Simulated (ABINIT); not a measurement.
# SrCl2 (Fm-3m) in ABINIT: single point with PBE

Aim: the single point of SrCl2 with PBE.

Program: ABINIT 10.8.3 (patched build). These are calculated values, not measurements. Logs are shortened: lines on timing, memory, paths and dates and some standing lists are left out, and cuts for length are marked. The log counts tension as positive stress, the text compression.

### Step 1. Starting point

It takes space group Fm-3m (No. 225, cubic). The conventional cell has a = 6.977 Å, b = 6.977 Å, c = 6.977 Å, α = 90.00°, β = 90.00°, γ = 90.00°. Sr (site symmetry m-3m) has 8 Cl at 3.02 Å as nearest neighbours. Cl (site symmetry -43m) is surrounded by 4 Sr at 3.02 Å.

### Step 2. Single point, PBE

Input file run.abi:

```
# Pseudopotentials
pp_dirpath "./"
pseudos "38_Sr_10_2.3_2.5_pbe_n_v1.0.psp8, 17_Cl_7_1.9_1.9_pbe_n_v1.0.psp8"

# Structure
acell 9.3225327521 9.3225327521 9.3225327521
rprim
     0.0000000000     0.7071067812     0.7071067812
     0.7071067812     0.0000000000     0.7071067812
     0.7071067812     0.7071067812     0.0000000000
ntypat 2
znucl 38 17
natom 3
typat 1 2 2
xred
     0.0000000000     0.0000000000     0.0000000000
     0.7500000000     0.7500000000     0.7500000000
     0.2500000000     0.2500000000     0.2500000000

# Plane-wave basis
ecut 18.0

# k points
kptopt 1
ngkpt 5 5 5
nshiftk 1
shiftk 0.0 0.0 0.0

# Exchange and correlation
ixc 11

# Bands and occupations
nband 16
occopt 3
tsmear 0.05 eV

# SCF cycle
nstep 100
tolvrs 1.0e-10

# Output
iomode 3
prtwf 0
prtden 0
prteig 0
prtebands 0
enunit 1
```

Potentials or basis: SPMS NC PBE v1.0.

Started as:

```console
mpirun --bind-to none -np 4 abinit run.abi > log 2>&1
```

run.abo:

```text
.Version 10.8.3 of ABINIT
 Symmetries : space group Fm -3 m (#225); Bravais cF (face-center cubic)
================================================================================
 Values of the parameters that define the memory need of the present run
     intxc =       0    ionmov =       0      iscf =       7    lmnmax =       6
     lnmax =       6     mgfft =      36  mpssoang =       3    mqgrid =    3001
     natom =       3  nloc_mem =       1    nspden =       1   nspinor =       1
    nsppol =       1      nsym =      48    n1xccc =    2501    ntypat =       2
    occopt =       3   xclevel =       2
       mpw =        2107          nfft =       46656          nkpt =          10
================================================================================
================================================================================

--------------------------------------------------------------------------------
------------- Echo of variables that govern the present computation ------------
--------------------------------------------------------------------------------
 -outvars: echo values of preprocessed input variables --------
            acell      9.3225327521E+00  9.3225327521E+00  9.3225327521E+00 Bohr
              amu      8.76200000E+01  3.54527000E+01
             ecut      1.80000000E+01 Hartree
           enunit           1
              ixc          11
         kptrlatt        5    0    0      0    5    0      0    0    5
          kptrlen      4.66126638E+01
            natom           3
            nband          16
            ngfft          36      36      36
             nkpt          10
            nstep         100
             nsym          48
           ntypat           2
           occopt           3
           prtden           0
        prtebands           0
           prteig           0
            prtwf           0
            rprim      0.0000000000E+00  7.0710678120E-01  7.0710678120E-01
                       7.0710678120E-01  0.0000000000E+00  7.0710678120E-01
                       7.0710678120E-01  7.0710678120E-01  0.0000000000E+00
          spgroup         225
           tolvrs      1.00000000E-10
           tsmear      1.83746611E-03 Hartree
            typat      1  2  2
           xangst      0.0000000000E+00  0.0000000000E+00  0.0000000000E+00
                       5.2325249966E+00  5.2325249966E+00  5.2325249966E+00
                       1.7441749989E+00  1.7441749989E+00  1.7441749989E+00
            xcart      0.0000000000E+00  0.0000000000E+00  0.0000000000E+00
                       9.8880391905E+00  9.8880391905E+00  9.8880391905E+00
                       3.2960130635E+00  3.2960130635E+00  3.2960130635E+00
             xred      0.0000000000E+00  0.0000000000E+00  0.0000000000E+00
                       7.5000000000E-01  7.5000000000E-01  7.5000000000E-01
                       2.5000000000E-01  2.5000000000E-01  2.5000000000E-01
            znucl       38.00000   17.00000

================================================================================

 chkinp: Checking input parameters for consistency.

================================================================================
== DATASET  1 ==================================================================

--- !DatasetInfo
iteration_state: {dtset: 1, }
dimensions: {natom: 3, nkpt: 10, mband: 16, nsppol: 1, nspinor: 1, nspden: 1, mpw: 2107, }
cutoff_energies: {ecut:  18.0, pawecutdg:  -1.0, }
electrons: {nelect:   2.40000000E+01, charge:   0.00000000E+00, occopt:   3.00000000E+00, tsmear:   1.83746611E-03, }
meta: {optdriver: 0, ionmov: 0, optcell: 0, iscf: 7, paral_kgb: 0, }
...

 Exchange-correlation functional for the present dataset will be:
  GGA: Perdew-Burke-Ernzerhof functional - ixc=11
  J.P.Perdew, K.Burke, M.Ernzerhof, PRL 77, 3865 (1996)

 Real(R)+Recip(G) space primitive vectors, cartesian coordinates (Bohr,Bohr^-1):
 R(1)=  0.0000000  6.5920261  6.5920261  G(1)= -0.0758492  0.0758492  0.0758492
 R(2)=  6.5920261  0.0000000  6.5920261  G(2)=  0.0758492 -0.0758492  0.0758492
 R(3)=  6.5920261  6.5920261  0.0000000  G(3)=  0.0758492  0.0758492 -0.0758492
 Unit cell volume ucvol=  5.7291047E+02 bohr^3
 Angles (23,13,12)=  6.00000000E+01  6.00000000E+01  6.00000000E+01 degrees

 getcut: wavevector=  0.0000  0.0000  0.0000  ngfft=  36  36  36
         ecut(hartree)=     18.000   => boxcut(ratio)=   2.02194

--- Pseudopotential description ------------------------------------------------
- pspini: atom type   1  psp file is ./38_Sr_10_2.3_2.5_pbe_n_v1.0.psp8
    8   11    2    4       600   0.00000      pspcod,pspxc,lmax,lloc,mmax,r2well
    5.99000000000000    6.00000000000000    0.00000000000000   rchrg,fchrg,qchrg
     nproj     2     2     2
     extension_switch     1

- pspini: atom type   2  psp file is ./17_Cl_7_1.9_1.9_pbe_n_v1.0.psp8
    8   11    2    4       600   0.00000      pspcod,pspxc,lmax,lloc,mmax,r2well
    5.99000000000000    8.00000000000000    0.00000000000000   rchrg,fchrg,qchrg
     nproj     2     2     2
     extension_switch     1

   1.53535537E+03                                ecore*ucvol(ha*bohr**3)
--------------------------------------------------------------------------------

================================================================================

--- !BeginCycle
iteration_state: {dtset: 1, }
solver: {iscf: 7, nstep: 100, nline: 4, wfoptalg: 0, }
tolerances: {tolvrs: 1.00E-10, }
...

     iter   Etot(hartree)      deltaE(h)  residm     vres2
 ETOT  1  -67.719462627323    -6.772E+01 3.969E-02 4.008E+01
 ETOT  2  -67.742747761550    -2.329E-02 3.076E-03 4.744E+00
 ETOT  3  -67.744519643256    -1.772E-03 5.339E-04 2.027E-01
 ETOT  4  -67.744540887211    -2.124E-05 3.103E-04 2.307E-02
 ETOT  5  -67.744542222450    -1.335E-06 5.315E-05 2.194E-03
 ETOT  6  -67.744542348787    -1.263E-07 8.733E-05 3.495E-05
 ETOT  7  -67.744542352146    -3.359E-09 4.089E-05 6.165E-07
 ETOT  8  -67.744542352231    -8.465E-11 9.242E-05 4.649E-09
 ETOT  9  -67.744542352233    -2.373E-12 4.342E-05 2.195E-10
 ETOT 10  -67.744542352233     3.553E-13 9.434E-05 1.720E-12

 At SCF step   10       vres2   =  1.72E-12 < tolvrs=  1.00E-10 =>converged.

 Cartesian components of stress tensor (hartree/bohr^3)
  sigma(1 1)= -2.54571003E-05  sigma(3 2)=  0.00000000E+00
  sigma(2 2)= -2.54571003E-05  sigma(3 1)=  0.00000000E+00
  sigma(3 3)= -2.54571003E-05  sigma(2 1)=  0.00000000E+00

--- !ResultsGS
iteration_state: {dtset: 1, }
comment   : Summary of ground state results
lattice_vectors:
- [  0.0000000,   6.5920261,   6.5920261, ]
- [  6.5920261,   0.0000000,   6.5920261, ]
- [  6.5920261,   6.5920261,   0.0000000, ]
lattice_lengths: [   9.32253,    9.32253,    9.32253, ]
lattice_angles: [ 60.000,  60.000,  60.000, ] # degrees, (23, 13, 12)
lattice_volume:   5.7291047E+02
convergence: {deltae:  3.553E-13, res2:  1.720E-12, residm:  9.434E-05, diffor: null, }
etotal    :  -6.77445424E+01
entropy   :   0.00000000E+00
fermie    :   7.68293340E-02
cartesian_stress_tensor: # hartree/bohr^3
- [ -2.54571003E-05,   0.00000000E+00,   0.00000000E+00, ]
- [  0.00000000E+00,  -2.54571003E-05,   0.00000000E+00, ]
- [  0.00000000E+00,   0.00000000E+00,  -2.54571003E-05, ]
pressure_GPa:   7.4897E-01
xred      :
- [  0.0000E+00,   0.0000E+00,   0.0000E+00, Sr]
- [  7.5000E-01,   7.5000E-01,   7.5000E-01, Cl]
- [  2.5000E-01,   2.5000E-01,   2.5000E-01, Cl]
cartesian_forces: # hartree/bohr
- [  4.35701384E-28,  -4.35701384E-28,  -4.35701384E-28, ]
- [  5.01056591E-27,   2.17850692E-28,  -5.01056591E-27, ]
- [ -5.44626730E-27,   2.17850692E-28,   5.44626730E-27, ]
force_length_stats: {min:   7.54656933E-28, max:   7.70526533E-27, mean:   5.18309351E-27, }
...

 Integrated electronic density in atomic spheres:
 ------------------------------------------------
 Atom  Sphere_radius  Integrated_density
    1        2.00000          6.72564754
    2        2.00000          5.10365328
    3        2.00000          5.10365328
================================================================================

 ----iterations are completed or convergence reached----

 Mean square residual over all n,k,spin=   90.808E-08; max=  94.337E-06
 reduced coordinates (array xred) for    3 atoms
       0.000000000000      0.000000000000      0.000000000000
       0.750000000000      0.750000000000      0.750000000000
       0.250000000000      0.250000000000      0.250000000000
 rms dE/dt=  2.3333E-26; max dE/dt=  3.4466E-26; dE/dt below (all hartree)
    1       0.000000000000      0.000000000000      0.000000000000
    2       0.000000000000      0.000000000000     -0.000000000000
    3      -0.000000000000      0.000000000000      0.000000000000

 cartesian coordinates (angstrom) at end:
    1      0.00000000000000     0.00000000000000     0.00000000000000
    2      5.23252499655394     5.23252499655394     5.23252499655394
    3      1.74417499885131     1.74417499885131     1.74417499885131

 cartesian forces (hartree/bohr) at end:
    1      0.00000000000000    -0.00000000000000    -0.00000000000000
    2      0.00000000000000     0.00000000000000    -0.00000000000000
    3     -0.00000000000000     0.00000000000000     0.00000000000000
 frms,max,avg= 3.4992002E-27 5.4462673E-27   0.000E+00  0.000E+00  0.000E+00 h/b

 cartesian forces (eV/Angstrom) at end:
    1      0.00000000000000    -0.00000000000000    -0.00000000000000
    2      0.00000000000000     0.00000000000000    -0.00000000000000
    3     -0.00000000000000     0.00000000000000     0.00000000000000
 frms,max,avg= 1.7993611E-25 2.8005832E-25   0.000E+00  0.000E+00  0.000E+00 e/A
 length scales=  9.322532752100  9.322532752100  9.322532752100 bohr
              =  4.933271876961  4.933271876961  4.933271876961 angstroms
 Fermi (or HOMO) energy (eV) =   2.09063   Average Vxc (eV)=  -8.43315
 Eigenvalues (   eV  ) for nkpt=  10  k points:
 kpt#   1, nband= 16, wtk=  0.00800, kpt=  0.0000  0.0000  0.0000 (reduced coord)
 -32.82013  -14.79073  -14.79073  -14.79073  -13.26077  -12.41313   -2.07822   -2.07822
  -2.07822   -0.29657   -0.29657   -0.29657    5.38063    6.14951    6.14951    8.99308
 prteigrs : prtvol=0 or 1, do not print more k-points.

--- !EnergyTerms
iteration_state     : {dtset: 1, }
comment             : Components of total free energy in Hartree
kinetic             :  1.98697344011159E+01
hartree             :  1.20423902728320E+01
xc                  : -1.75831021373549E+01
Ewald energy        : -4.69938438171505E+01
psp_core            :  2.67992201131049E+00
local_psp           : -4.03539058692229E+01
non_local_psp       :  2.59426278623691E+00
internal            : -6.77445423522330E+01
'-kT*entropy'       :  1.87990621797807E-15
total_energy        : -6.77445423522330E+01
total_energy_eV     : -1.84342290800383E+03
band_energy         : -8.10585923688670E+00
...

 Cartesian components of stress tensor (hartree/bohr^3)
  sigma(1 1)= -2.54571003E-05  sigma(3 2)=  0.00000000E+00
  sigma(2 2)= -2.54571003E-05  sigma(3 1)=  0.00000000E+00
  sigma(3 3)= -2.54571003E-05  sigma(2 1)=  0.00000000E+00

-Cartesian components of stress tensor (GPa)         [Pressure=  7.4897E-01 GPa]
- sigma(1 1)= -7.48973748E-01  sigma(3 2)=  0.00000000E+00
- sigma(2 2)= -7.48973748E-01  sigma(3 1)=  0.00000000E+00
- sigma(3 3)= -7.48973748E-01  sigma(2 1)=  0.00000000E+00

== END DATASET(S) ==============================================================
================================================================================

 -outvars: echo values of variables after computation  --------
            acell      9.3225327521E+00  9.3225327521E+00  9.3225327521E+00 Bohr
           etotal     -6.7744542352E+01
            fcart      4.3570138367E-28 -4.3570138367E-28 -4.3570138367E-28
                       5.0105659122E-27  2.1785069183E-28 -5.0105659122E-27
                      -5.4462672959E-27  2.1785069183E-28  5.4462672959E-27
            rprim      0.0000000000E+00  7.0710678120E-01  7.0710678120E-01
                       7.0710678120E-01  0.0000000000E+00  7.0710678120E-01
                       7.0710678120E-01  7.0710678120E-01  0.0000000000E+00
           strten     -2.5457100270E-05 -2.5457100270E-05 -2.5457100270E-05
                       0.0000000000E+00  0.0000000000E+00  0.0000000000E+00
           xangst      0.0000000000E+00  0.0000000000E+00  0.0000000000E+00
                       5.2325249966E+00  5.2325249966E+00  5.2325249966E+00
                       1.7441749989E+00  1.7441749989E+00  1.7441749989E+00
             xred      0.0000000000E+00  0.0000000000E+00  0.0000000000E+00
                       7.5000000000E-01  7.5000000000E-01  7.5000000000E-01
                       2.5000000000E-01  2.5000000000E-01  2.5000000000E-01
 Calculation completed.
```

Wall time 4.2 s (4 MPI ranks of Arm Neoverse V1, shared host); peak memory 0.24 GiB.

What came out:

- Free energy: -1843.4229 eV
- Pressure: 0.7 GPa
- Band gap on the k mesh: 5.41 eV, indirect (least direct gap 5.68 eV)
- Valence electrons inside the program's atomic spheres: Sr 6.73; Cl 5.10

Caveat: an odd mesh through Γ misses points on the zone boundary, where band edges often lie.
